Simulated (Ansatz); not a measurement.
Runs of Ansatz 0.2.0 on Sn. It takes space group I4/mmm (No. 139, tetragonal). Conventional cell: a = 4.058 Å, b = 4.058 Å, c = 3.322 Å, α = 90.00°, β = 90.00°, γ = 90.00°. Around Sn (site symmetry 4/mmm) lie 10 Sn at 3.32 Å. This isn't the form of Sn at room conditions, which is tetragonal (white tin).

| task | level | spin | cell | k mesh | points for each segment of the path | gap on the mesh (eV) | pressure (GPa) | relaxed volume (Å³/atom) |
| --- | --- | --- | --- | --- | --- | --- | --- | --- |
| band structure | PBEsol | SOC, no magnetisation | as given | 7 × 7 × 7 | 14 | none | -1.2 | - |
| band structure | RPBE | off | as given | 10 × 10 × 10 | 14 | none | 2.3 | - |
| relaxation of cell and atoms | PBEsol | off | relaxed | 10 × 10 × 10 | - | none | 0.0 | 26.25 |
| relaxation of cell and atoms | RPBE | off | relaxed | 10 × 10 × 10 | - | none | 0.0 | 28.68 |
| band structure | LDA | off | as given | 10 × 10 × 10 | 14 | none | -3.2 | - |
| band structure | revPBE | off | as given | 10 × 10 × 10 | 14 | none | (a) | - |
| band structure | PBEsol | off | as given | 10 × 10 × 10 | 14 | none | (b) | - |
| band structure | LDA | SOC, no magnetisation | as given | 7 × 7 × 7 | 14 | none | -2.6 | - |
| relaxation of cell and atoms | LDA | off | relaxed | 10 × 10 × 10 | - | none | 0.0 | 25.60 |

Alike in all rows: potentials or basis Ansatz PAW; cutoff (eV) 420; smearing fermi-dirac 0.05 eV.

Problem. Estimate the missing entries.

Solution. (a) 1.9; (b) -1.9.

Caveats: the PAW data sets come from PBE, with cores solved anew for the run's functional, which leaves a small shift of forces and pressure; spin-orbit coupling is left out, which moves the levels of the heavy elements (some runs); the plane-wave basis is chosen anew once the cell has moved, so the energies of steps on either side of that aren't comparable (some runs).

A k mesh can miss the band edges, and rows without SOC leave out spin-orbit coupling on Sn.

A gap of «none» marks a metal or a gap under the smearing width.

Runs at the PBE level aren't shown here.
